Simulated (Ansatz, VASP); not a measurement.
**Two plane-wave programs on LiF (Griceite)**

```
F Li
1.0
     0.00000    2.02734    2.02734
     2.02734    0.00000    2.02734
     2.02734    2.02734    0.00000
F Li
1 1
Direct
  0.50000 0.50000 0.50000
  0.00000 0.00000 0.00000
```

Alike in both runs: task single point; functional r2SCAN; k mesh 11 × 11 × 11; occupations fermi-dirac, width 0.05 eV; no spin polarisation.

|  | VASP | Ansatz |
| --- | --- | --- |
| version | VASP 6.6.1 | Ansatz 0.2.0 |
| potentials or method | VASP PAW PBE potentials, release 64 (F, Li_sv) | Ansatz PAW |
| plane-wave cutoff (eV) | 520 | 500 |
| valence electrons in the cell | 10 | 10 |

|  | VASP | Ansatz | Ansatz less VASP |
| --- | --- | --- | --- |
| gap on the k mesh at the Fermi level (eV) | 10.07 | 9.88 | -0.192 |
| least direct gap on the mesh (eV) | 10.07 | 9.88 | -0.192 |

Caveats: an odd mesh through Γ misses points on the zone boundary, where band edges often lie (VASP); odd divisions of the mesh miss points on the zone boundary, where band edges often lie, so the gap on the mesh can be too wide (Ansatz); the PAW data sets come from PBE, with cores solved anew for the run's functional, which leaves a small shift of forces and pressure (Ansatz). r2SCAN opens gaps a little over a GGA but as a rule still falls short of measured ones.
